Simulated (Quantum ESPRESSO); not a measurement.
**WS2 (Tungstenite) in Quantum ESPRESSO: the effect of functional**

WS2 (Tungstenite):

```xyz
6
Lattice="3.1800 0.0000 0.0000 -1.5900 2.7540 0.0000 0.0000 0.0000 12.5000" Properties=species:S:1:pos:R:3 pbc="T T T"
W     1.5900    0.9180    9.3750
W     0.0000    1.8360    3.1250
S     1.5900    0.9180    4.6875
S     0.0000    1.8360   10.9375
S     1.5900    0.9180    1.5625
S     0.0000    1.8360    7.8125
```

Alike in all runs:

| Quantity | Value |
| --- | --- |
| Program | Quantum ESPRESSO 7.5 |
| Task | dielectric tensor |
| k mesh | 4 × 4 × 2, shifted |
| Occupations | fermi-dirac, width 0.05 eV |
| Spin | no spin polarisation |

| functional | potentials or basis | cutoff | pressure (GPa) | largest force (eV/Å) |
| --- | --- | --- | --- | --- |
| LDA | PseudoDojo 0.4.1 SR LDA standard | 952 eV | -6.4 | 0.44 |
| PBE | PseudoDojo 0.4.1 SR PBE standard | 1007 eV | 1.9 | 0.08 |
| PBEsol | PseudoDojo 0.4.1 SR PBEsol standard | 1007 eV | -3.1 | 0.21 |
| WC | PseudoDojo 0.4.1 SR PBE standard | 1007 eV | ? | ? |
| BLYP | PseudoDojo 0.4.1 SR PBE standard | 1007 eV | 9.4 | 0.52 |

Q: What does the run with functional WC give?

A: Pressure -1.9 GPa; largest force 0.07 eV/Å.

Caveats: all runs use coarse meshes; this functional lacks dispersion, which binds the layers, so the pressure and a relaxed spacing across them are unreliable (some runs); the cell is more than 3 GPa from zero pressure, which shifts response properties (some runs); the potentials were made for another functional, which shifts forces and pressure (some runs).
